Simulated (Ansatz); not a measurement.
SrO:

```
CELL_PARAMETERS angstrom
0.00000 2.56630 2.56630
2.56630 0.00000 2.56630
2.56630 2.56630 0.00000
ATOMIC_POSITIONS crystal
Sr 0.50000 0.50000 0.50000
O 0.00000 0.00000 0.00000
```

```yaml
Program: Ansatz 0.2.0
Task: relaxation of cell and atoms
Functional: BLYP
Potentials_or_basis: all-electron LAPW, scalar-relativistic
Basis_error_allowed: 0.001 eV/atom
k_mesh: 9 × 9 × 9
Occupations: fermi-dirac, width 0.05 eV
Spin: no spin polarisation
```

At the start: volume 16.90 Å³/atom.

**Question.** How do energy, volume and symmetry change on relaxing?

**Answer.** Over 6 steps the energy falls by 21.3 meV/atom and the volume is 18.07 Å³/atom (+6.9 %); space group Fm-3m (No. 225, to 0.05 Å).

Step by step:
```tsv
step	energy change (eV)	largest force (eV/Å)	volume (Å³)
1	0.0000	0.0000	33.80
2	-0.0120	0.0000	38.35
3	-0.0422	0.0000	36.38
4	-0.0426	0.0000	36.10
5	-0.0426	0.0000	36.13
6	-0.0426	0.0000	36.13
```

Final structure:
```
Sr O
1.0
     0.00000    2.62391    2.62391
     2.62391    0.00000    2.62391
     2.62391    2.62391    0.00000
Sr O
1 1
Direct
  0.50000 0.50000 0.50000
  0.00000 0.00000 0.00000
```
